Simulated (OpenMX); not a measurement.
ZnAu:

```
Au Zn
1.0
     3.14700    0.00000    0.00000
     0.00000    3.14700    0.00000
     0.00000    0.00000    3.14700
Au Zn
1 1
Direct
  0.00000 0.00000 0.00000
  0.50000 0.50000 0.50000
```

```yaml
Program: OpenMX 3.8.5
Task: single point
Functional: PBE
Potentials_or_basis: OpenMX 2013 PBE set, Au7.0-s3p2d2f1, Zn6.0H-s3p2d2, grid cutoff 500 Ry
k_mesh: 9 × 9 × 9
Occupations: fermi-dirac, width 0.05 eV
Spin: no spin polarisation
```

On this cell: pressure 6.7 GPa; largest force zero by symmetry; band gap on the k mesh none (metal or under the smearing width).

The same run follows on a disturbed copy (atoms moved at random, drawn with an rms of 0.05 Å):

```
CELL_PARAMETERS angstrom
3.14700 0.00000 0.00000
0.00000 3.14700 0.00000
0.00000 0.00000 3.14700
ATOMIC_POSITIONS crystal
Au 0.00445 0.99697 0.98940
Zn 0.48516 0.51545 0.50244
```

Question: What does the disturbed cell give?

Answer: The energy (extrapolated to zero smearing) moves by +9.7 meV/atom; pressure 7.1 GPa; largest force 0.469 eV/Å; band gap on the k mesh none (metal or under the smearing width).

Forces in eV/Å, atoms in the order of the input:
```
Au  -0.281  0.269  0.192
Zn   0.316 -0.275 -0.212
```

The forces don't sum to zero, so they hold noise of the program's grid.

Caveats: the basis of atomic orbitals isn't converged, which shifts pressures, moduli and gaps.
